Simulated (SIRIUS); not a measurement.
# TaN (P-6m2) in SIRIUS: equation of state

Aim: energy against volume of TaN in PBEsol, for its equilibrium volume and stiffness.

Everything below comes from runs of SIRIUS 7.10.0. Logs are shortened: lines on timing, memory, paths and dates and some standing lists are left out, and cuts for length are marked. The log counts tension as positive stress, the text compression.

## Step 1: Starting point

It takes space group P-6m2 (No. 187, hexagonal). The conventional cell has a = 2.938 Å, b = 2.938 Å, c = 2.883 Å, α = 90.00°, β = 90.00°, γ = 120.00°. Around Ta (site symmetry -6m2) lie 6 N at 2.23 Å. N (site symmetry -6m2) is surrounded by 6 Ta at 2.23 Å.

## Step 2: Single point, PBEsol, 10.13 Å³/atom (volume scaled by 0.94)

sirius.json reads:

```json
{
  "control": {
    "processing_unit": "cpu",
    "verbosity": 2,
    "num_bands_to_print": 16,
    "print_forces": true,
    "print_stress": true
  },
  "parameters": {
    "electronic_structure_method": "pseudopotential",
    "xc_functionals": ["XC_GGA_X_PBE_SOL", "XC_GGA_C_PBE_SOL"],
    "gk_cutoff": 9.2,
    "pw_cutoff": 18.4,
    "ngridk": [10, 10, 9],
    "shiftk": [0, 0, 0],
    "smearing": "fermi_dirac",
    "smearing_width": 0.0018374661,
    "num_bands": 16,
    "num_mag_dims": 0,
    "num_dft_iter": 100,
    "energy_tol": 1e-08,
    "density_tol": 1e-06
  },
  "iterative_solver": {
    "type": "davidson",
    "min_tolerance": 1e-09,
    "tolerance_scale": [0.1, 0.25]
  },
  "mixer": {
    "type": "anderson",
    "beta": 0.7,
    "max_history": 8
  },
  "settings": {
    "tol_ne": 1e-10,
    "pseudo_grid_cutoff": 6.5
  },
  "unit_cell": {
    "lattice_vectors": [
      [5.438677116289, 0.0, 0.0],
      [-2.719338558145, 4.710032545708, 0.0],
      [0.0, 0.0, 5.336863895898]
    ],
    "atom_coordinate_units": "lattice",
    "atom_types": ["Ta", "N"],
    "atom_files": {
      "N": "N.json",
      "Ta": "Ta.json"
    },
    "atoms": {
      "Ta": [
        [0.0, 0.0, 0.5]
      ],
      "N": [
        [0.6666666667, 0.3333333333, 0.0]
      ]
    }
  }
}
```

Potentials or basis: PseudoDojo 0.4.1 PBEsol standard (scalar relativistic).

Command:

```sh
> upf_to_json N.upf
> upf_to_json Ta.upf
> OMP_NUM_THREADS=1 sirius.scf --input=sirius.json --output=out.json --task=0
```

The program printed:

```text
[info] SIRIUS version : 7.10.0
[info] number of MPI ranks           : 1
[info] MPI grid                      : 1 1
[info] maximum number of OMP threads : 1
[fft] FFT context for density and potential
[fft] =====================================
[fft]   comm size                             : 1
[fft]   plane wave cutoff                     : 18.4
[fft]   grid size                             : 36 36 36   total : 46656
[fft]   grid limits                           : -17 18   -17 18   -17 18
[fft]   number of G-vectors within the cutoff : 7210
[fft]   local number of G-vectors             : 7210
[fft]   number of G-shells                    : 774
[fft] FFT context for coarse grid
[fft] =====================================
[fft]   comm size                             : 1
[fft]   plane wave cutoff                     : 18.4
[fft]   grid size                             : 36 36 36   total : 46656
[fft]   grid limits                           : -17 18   -17 18   -17 18
[fft]   number of G-vectors within the cutoff : 7210
[fft]   local number of G-vectors             : 7210
[fft]   number of G-shells                    : 774
[unit cell] lattice vectors
[unit cell]   a1 :       5.4386771163      0.0000000000      0.0000000000
[unit cell]   a2 :      -2.7193385581      4.7100325457      0.0000000000
[unit cell]   a3 :       0.0000000000      0.0000000000      5.3368638959
[unit cell] reciprocal lattice vectors
[unit cell]   b1 :       1.1552782364      0.6670002008     -0.0000000000
[unit cell]   b2 :       0.0000000000      1.3340004015      0.0000000000
[unit cell]   b3 :       0.0000000000     -0.0000000000      1.1773178836
[unit cell] unit cell volume :       136.71095330 [a.u.^3]
[unit cell] 1/sqrt(omega)    :         0.08552604
[unit cell] MT volume        :         0.00000000 ( 0.00%)
[unit cell] IT volume        :       136.71095330 (100.00%)
[unit cell] number of atom types : 2
[unit cell] type id : 0 symbol : Ta mt_radius :  14.310000 num_atoms : 1
[unit cell] type id : 1 symbol :  N mt_radius :  10.570000 num_atoms : 1
[unit cell] total number of atoms : 2
[unit cell] number of symmetry classes : 2
[unit cell] number of PAW atoms : 0
[unit cell] atom id  type id  class id             position                      vector_field
[unit cell] ------------------------------------------------------------------------------------------
[unit cell]      0        0        0      0.00000   0.00000   0.50000      0.00000   0.00000   0.00000
[unit cell]      1        1        1      0.66667   0.33333   0.00000      0.00000   0.00000   0.00000
[unit cell] atom id         position (Cartesian, a.u.)
[unit cell] ---------------------------------------------
[unit cell]      0       0.000000    0.000000    2.668432
[unit cell]      1       2.719339    1.570011    0.000000
[unit cell] class id : 0 atom id : 0
[unit cell] class id : 1 atom id : 1
[unit cell] minimum bond length:     4.120712
[unit cell] total number of pseudo wave-functions: 14
[... 325 lines left out ...]
[find] SCF correction                 :       0.00000160
[find] Total energy                   :     -75.51450903 (Ha),    -151.02901806 (Ry)
[find] Free energy (E-TS)             :     -75.51451910 (Ha),    -151.02903819 (Ry)
[find] band gap (eV)                  :       0.00000000
[find] Efermi                         :       0.78579575
[find] iteration : 11, RMS : 6.381305075006e-08, energy difference : 2.715694336075e-11
[find] Hartree energy of density residual : 1.456219885016e-13
[find] bands are converged : true
[find] iterative solver converged : true
[find] converged after 12 SCF iterations!
[find] Charges and magnetic moments
[find] --------------------------------------------------------------------------------
[find] total charge          : 18.000000
[find] Energy
[find] --------------------------------------------------------------------------------
[find] valence_eval_sum               :      -1.23274817
[find] <rho|V^{XC}>                   :     -13.74210813
[find] <rho|E^{XC}>                   :     -17.85745878
[find] <mag|B^{XC}>                   :       0.00000000
[find] <rho|V^{H}>                    :      14.73035842
[find] one-electron contribution      :      -2.22099846 (Ha),      -4.44199692 (Ry)
[find] hartree contribution           :       7.36517921
[find] xc contribution                :     -17.85745878
[find] ewald contribution             :     -62.80123261
[find] PAW contribution               :       0.00000000
[find] smearing (-TS)                 :      -0.00001006
[find] SCF correction                 :       0.00000160
[find] Total energy                   :     -75.51450903 (Ha),    -151.02901806 (Ry)
[find] Free energy (E-TS)             :     -75.51451910 (Ha),    -151.02903819 (Ry)
[find] band gap (eV)                  :       0.00000000
[find] Efermi                         :       0.78579575
[ground_state] === stress tensor components [kbar] ===
[ground_state] === stress_kin ===
[ground_state] -35282.812452   -0.000000   -0.000000
[ground_state]    -0.000000-35282.812452    0.000000
[ground_state]    -0.000000    0.000000-34701.991711
[ground_state] === stress_har ===
[ground_state] -4591.148229   -0.000000   -0.000000
[ground_state]    -0.000000-4591.148229   -0.000000
[ground_state]    -0.000000   -0.000000-6668.008138
[ground_state] === stress_ewald ===
[ground_state] 46839.141252    0.000000   -0.000000
[ground_state]     0.00000046839.141252   -0.000000
[ground_state]    -0.000000   -0.00000041473.712810
[ground_state] === stress_vloc ===
[ground_state] -4155.059268   -0.000000    0.000000
[ground_state]    -0.000000-4155.059268   -0.000000
[ground_state]     0.000000   -0.000000 2689.156996
[ground_state] === stress_xc ===
[ground_state] -8732.269679   -0.000000    0.000000
[ground_state]    -0.000000-8732.269679    0.000000
[ground_state]     0.000000    0.000000-8732.485130
[ground_state] === stress_core ===
[ground_state] 17786.302850    0.000000    0.000000
[ground_state]     0.00000017786.302850   -0.000000
[ground_state]     0.000000   -0.00000017785.020780
[ground_state] === stress_nonloc ===
[ground_state] -12044.674143   -0.000000    0.000000
[ground_state]    -0.000000-12044.674142    0.000000
[ground_state]     0.000000    0.000000-12050.294942
[ground_state] === stress_us_nl ===
[ground_state] -12044.674143   -0.000000    0.000000
[ground_state]    -0.000000-12044.674142    0.000000
[ground_state]     0.000000    0.000000-12050.294942
[ground_state] === stress_total ===
[ground_state]  -180.519669   -0.000000   -0.000000
[ground_state]    -0.000000 -180.519669    0.000000
[ground_state]    -0.000000    0.000000 -204.889335
[ground_state] ==== total Forces in Ha/bohr =====
[ground_state] atom:    0, force:      -0.0000000      0.0000000      0.0000000
[ground_state] atom:    1, force:      -0.0000000     -0.0000000      0.0000000
[ground_state] ==== ultrasoft contribution from Qij =====
[ground_state] atom:    0, force:       0.0000000      0.0000000      0.0000000
[ground_state] atom:    1, force:       0.0000000      0.0000000      0.0000000
[ground_state] ==== non-local contribution from Beta-projector =====
[ground_state] atom:    0, force:      -0.0000000      0.0000000      0.0000000
[ground_state] atom:    1, force:       0.0000000      0.0000000      0.0000000
[ground_state] ==== contribution from local potential =====
[ground_state] atom:    0, force:       0.0000000      0.0000000      0.0000000
[ground_state] atom:    1, force:       0.0000000      0.0000000      0.0000000
[ground_state] ==== contribution from core density =====
[ground_state] atom:    0, force:       0.0000000      0.0000000      0.0000000
[ground_state] atom:    1, force:      -0.0000000      0.0000000      0.0000000
[ground_state] ==== Ewald forces from ions =====
[ground_state] atom:    0, force:      -0.0000000      0.0000000      0.0000000
[ground_state] atom:    1, force:      -0.0000000     -0.0000000      0.0000000
[~DFT_ground_state] local op. applied: 30907
[~DFT_ground_state] evp. work count: 7808.83
[~DFT_ground_state] number of iterative solver steps: 2304
```

It took 48 s on 1 thread of Arm Neoverse V1, shared host; peak memory 0.37 GiB.

Results:

```
Free energy            : -2054.8547 eV
Pressure               : 18.9 GPa
Band gap on the k mesh : none (metal or under the smearing width)
```

## Step 3: Single point, PBEsol, 10.34 Å³/atom (volume scaled by 0.96)

Edit sirius.json of step 2 so:

```diff
@@ -39,5 +39,5 @@
     "lattice_vectors": [
-      [5.438677116289, 0.0, 0.0],
-      [-2.719338558145, 4.710032545708, 0.0],
-      [0.0, 0.0, 5.336863895898]
+      [5.476978921398, 0.0, 0.0],
+      [-2.738489460699, 4.743202881728, 0.0],
+      [0.0, 0.0, 5.37444868279]
     ],
```

Potentials or basis: PseudoDojo 0.4.1 PBEsol standard (scalar relativistic).

Command:

```sh
> upf_to_json N.upf
> upf_to_json Ta.upf
> OMP_NUM_THREADS=1 sirius.scf --input=sirius.json --output=out.json --task=0
```

Wall time 47 s (1 thread of Arm Neoverse V1, shared host); peak memory 0.37 GiB.

The run converged. Its results:

```yaml
Free_energy: -2054.8934 eV
Pressure: 10.0 GPa
Band_gap_on_the_k_mesh: none (metal or under the smearing width)
```

## Step 4: Single point, PBEsol, 10.56 Å³/atom (volume scaled by 0.98)

Edit sirius.json of step 3 so:

```diff
@@ -39,5 +39,5 @@
     "lattice_vectors": [
-      [5.476978921398, 0.0, 0.0],
-      [-2.738489460699, 4.743202881728, 0.0],
-      [0.0, 0.0, 5.37444868279]
+      [5.51475238346, 0.0, 0.0],
+      [-2.757376191635, 4.775915659496, 0.0],
+      [0.0, 0.0, 5.411515017462]
     ],
```

Command:

```sh
> upf_to_json N.upf
> upf_to_json Ta.upf
> OMP_NUM_THREADS=1 sirius.scf --input=sirius.json --output=out.json --task=0
```

Wall time 48 s (1 thread of Arm Neoverse V1, shared host); peak memory 0.37 GiB.

It converged, with:

```yaml
Free_energy: -2054.9094 eV
Pressure: 2.0 GPa
Band_gap_on_the_k_mesh: none (metal or under the smearing width)
```

## Step 5: Single point, PBEsol, 10.99 Å³/atom (volume scaled by 1.02)

Edit sirius.json of step 4 so:

```diff
@@ -39,5 +39,5 @@
     "lattice_vectors": [
-      [5.51475238346, 0.0, 0.0],
-      [-2.757376191635, 4.775915659496, 0.0],
-      [0.0, 0.0, 5.411515017462]
+      [5.588784739338, 0.0, 0.0],
+      [-2.794392369574, 4.840029560475, 0.0],
+      [0.0, 0.0, 5.484161471632]
     ],
```

Command:

```sh
> upf_to_json N.upf
> upf_to_json Ta.upf
> OMP_NUM_THREADS=1 sirius.scf --input=sirius.json --output=out.json --task=0
```

Wall time 50 s (1 thread of Arm Neoverse V1, shared host); peak memory 0.39 GiB.

It converged, with:

```
Free energy            : -2054.8824 eV
Pressure               : -11.6 GPa
Band gap on the k mesh : none (metal or under the smearing width)
```

## Step 6: Single point, PBEsol, 11.21 Å³/atom (volume scaled by 1.04)

Edit sirius.json of step 5 so:

```diff
@@ -39,5 +39,5 @@
     "lattice_vectors": [
-      [5.588784739338, 0.0, 0.0],
-      [-2.794392369574, 4.840029560475, 0.0],
-      [0.0, 0.0, 5.484161471632]
+      [5.625076566167, 0.0, 0.0],
+      [-2.812538283083, 4.871459204566, 0.0],
+      [0.0, 0.0, 5.519773907526]
     ],
```

Potentials or basis: PseudoDojo 0.4.1 PBEsol standard (scalar relativistic).

Command:

```sh
> upf_to_json N.upf
> upf_to_json Ta.upf
> OMP_NUM_THREADS=1 sirius.scf --input=sirius.json --output=out.json --task=0
```

Wall time 51 s (1 thread of Arm Neoverse V1, shared host); peak memory 0.38 GiB.

The run converged. Its results:

- Free energy: -2054.8434 eV
- Pressure: -17.3 GPa
- Band gap on the k mesh: none (metal or under the smearing width)

## Step 7: Single point, PBEsol, 11.42 Å³/atom (volume scaled by 1.06)

Edit sirius.json of step 6 so:

```diff
@@ -39,5 +39,5 @@
     "lattice_vectors": [
-      [5.625076566167, 0.0, 0.0],
-      [-2.812538283083, 4.871459204566, 0.0],
-      [0.0, 0.0, 5.519773907526]
+      [5.660906045421, 0.0, 0.0],
+      [-2.830453022616, 4.90248844366, 0.0],
+      [0.0, 0.0, 5.554932650981]
     ],
```

Command:

```sh
> upf_to_json N.upf
> upf_to_json Ta.upf
> OMP_NUM_THREADS=1 sirius.scf --input=sirius.json --output=out.json --task=0
```

Run time: 53 s. Hardware: 1 thread of Arm Neoverse V1, shared host; peak memory 0.39 GiB.

The run converged. Its results:

```yaml
Free_energy: -2054.7898 eV
Pressure: -22.5 GPa
Band_gap_on_the_k_mesh: none (metal or under the smearing width)
```

## Step 8: Equation of state, PBEsol

Potentials or basis: PseudoDojo 0.4.1 PBEsol standard (scalar relativistic).

This step only gathers the single runs of the series.

What came out:

```yaml
Equilibrium_volume: 10.62 Å³/atom
Bulk_modulus_at_fixed_shape_and_positions: 361 GPa
Pressure_derivative_of_the_bulk_modulus: 4.3
```

Energy against volume, from the lowest point:
```csv
volume (Å³/atom),energy (meV/atom)
10.129,27.31
10.345,7.99
10.560,0.00
10.776,2.17
10.991,13.47
11.207,32.96
11.422,59.80
```

Caveat: the cell was scaled at fixed shape and fractional positions, which overstates the stiffness of a crystal with free parameters, most of all of layers and chains. The run has no spin-orbit coupling, so splittings on Ta are missing.
